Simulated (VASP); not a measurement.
**Ag: equation of state with PBE**

Crystal: Ag.

```
Ag
1.0
     0.00000    2.04275    2.04275
     2.04275    0.00000    2.04275
     2.04275    2.04275    0.00000
Ag
1
Cartesian
  0.0000 0.0000 0.0000
```

```yaml
Program: VASP 6.6.1
Task: equation of state
Functional: PBE
Potentials_or_basis: VASP PAW PBE potentials, release 64 (Ag)
Cutoff: 520 eV
k_mesh: 11 × 11 × 11
Occupations: fermi-dirac, width 0.05 eV
Spin: no spin polarisation
```

```json
{"Equilibrium volume": "17.80 Å³/atom", "Bulk modulus": "89 GPa", "Pressure derivative of the bulk modulus": "6.2"}
```

Energy against volume, from the lowest point:
```tsv
volume (Å³/atom)	energy (meV/atom)
16.025	62.52
16.366	38.74
16.707	21.33
17.048	9.54
17.389	2.65
17.730	0.00
18.071	1.07
```

It used 41 s of CPU time on 1 thread of Intel(R) Xeon(R) Platinum 8559C (Emerald Rapids), with other jobs on the host, which was overloaded at the time.

PBE usually gives volumes a little too large and moduli too small. Zero-point motion and thermal expansion aren't in these numbers.
